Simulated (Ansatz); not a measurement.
**Structure search: one BN candidate**

Level of theory: DFT PBE, scalar-relativistic, plane waves, PAW (Ansatz 0.2.0). Cutoff 420 eV, Gaussian smearing, Γ-centred meshes. Cell and atoms relax first on a coarse mesh and then on a converged one. In between, the cell is made exact in the group found at 0.06 Å. The steps can't lower the symmetry of their start. No spin polarisation.

A trial structure of BN was built thus: 4-connected net, two elements alternating (P4_322, No. 95). Lengths were set from tabulated atomic sizes, so they are only a guess.

```xyz
8
Lattice="2.7041 0.0000 0.0000 0.0000 2.7041 0.0000 0.0000 0.0000 5.3934" Properties=species:S:1:pos:R:3 pbc="T T T"
B     0.3012    1.3521    1.3483
B     1.3521    2.4029    2.6967
B     1.3521    0.3012    0.0000
B     2.4029    1.3521    4.0450
N     0.0000    1.6532    2.6967
N     1.0509    0.0000    1.3483
N     1.6532    0.0000    4.0450
N     0.0000    1.0509    0.0000
```

The zero of energy is the elements' standard structures at the same level (N₂ as a molecule); no fitted shifts are applied.

Task: What does it relax into?

Result: The symmetry stays P4_322 (No. 95). The volume per atom grows by 31.8 %, from 4.9 to 6.5 Å³. The shortest distance goes from 1.41 Å (B–N) to 1.52 Å (B–N). The energy falls by about 0.61 eV/atom (the start's value is from the coarse mesh). Conventional cell: a = 3.012 Å, c = 5.731 Å. B has 2 N at 1.52 Å and 2 N at 1.70 Å; around N lie 2 B at 1.52 Å and 2 B at 1.70 Å.

Space group P4_322 (No. 95). a = 3.012 Å, b = 3.012 Å, c = 5.731 Å, α = 90.00°, β = 90.00°, γ = 90.00°
```
atom  site  symmetry       x       y       z
   B    4b       .2.  0.1476  0.5000  0.2500
   N    4a       .2.  0.0000  0.5881  0.5000
```

Task: How does it come out in energy, and is it a metal?

Result:

| Item | Value |
| --- | --- |
| Formation energy | −0.045 eV/atom |
| Gap on the 12×12×6 mesh of the 8-atom cell | 0.06 eV |

It lies below the elements, which doesn't yet make it stable against other compounds or structures.

The last run used Gaussian smearing of 0.01 eV. Small gaps are read on the mesh alone, and bands can cross between its points. Symmetry constrained the relaxation, so the result can be a saddle point.
